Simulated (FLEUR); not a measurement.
## Ge in FLEUR: convergence with Kmax

The system is Ge.

```
Ge
1.0
     1.39715   -2.60052    0.00000
     1.39715    2.60052    0.00000
     0.00000    0.00000    2.69823
Ge
1
Direct
  0.50000 0.50000 0.00000
```

This isn't the form of Ge at room conditions, which is diamond.

| Quantity | Value |
| --- | --- |
| Program | FLEUR MaX-R8.1 (later development tree) |
| Task | convergence study |
| Functional | LDA |
| Potentials or basis | all-electron |
| Basis | FLAPW |
| Kmax | 2.6 1/bohr |
| k mesh | 9 × 9 × 8 |
| Occupations | fermi-dirac, width 0.05 eV |
| Spin | no spin polarisation |

These are the settings of the first run; the series varies Kmax, with any setting tied to it.

Hardware: 1 thread of Arm Neoverse V2, with other jobs on the host.

Task: The values tried are 2.6, 3, 3.4, 3.8, 4.2, 4.6, 5, 5.5, loosest first. From which on does the energy stay within 1 meV/atom of the tightest run that finished?

Result: From 4.6 on.

| Kmax | energy less the tightest run, at zero smearing (meV/atom) | SCF cycles | CPU time (s) | peak memory (GiB) |
| --- | --- | --- | --- | --- |
| 2.6 | 670.58 | 13 | 22 | 0.05 |
| 3 | 211.70 | 13 | 25 | 0.05 |
| 3.4 | 58.53 | 13 | 27 | 0.05 |
| 3.8 | 14.73 | 13 | 31 | 0.05 |
| 4.2 | 3.46 | 13 | 41 | 0.05 |
| 4.6 | 0.77 | 13 | 52 | 0.05 |
| 5 | 0.16 | 13 | 64 | 0.06 |
| 5.5 | 0.00 | 13 | 87 | 0.06 |

The tightest run that finished is the yardstick and may itself not be fully converged.
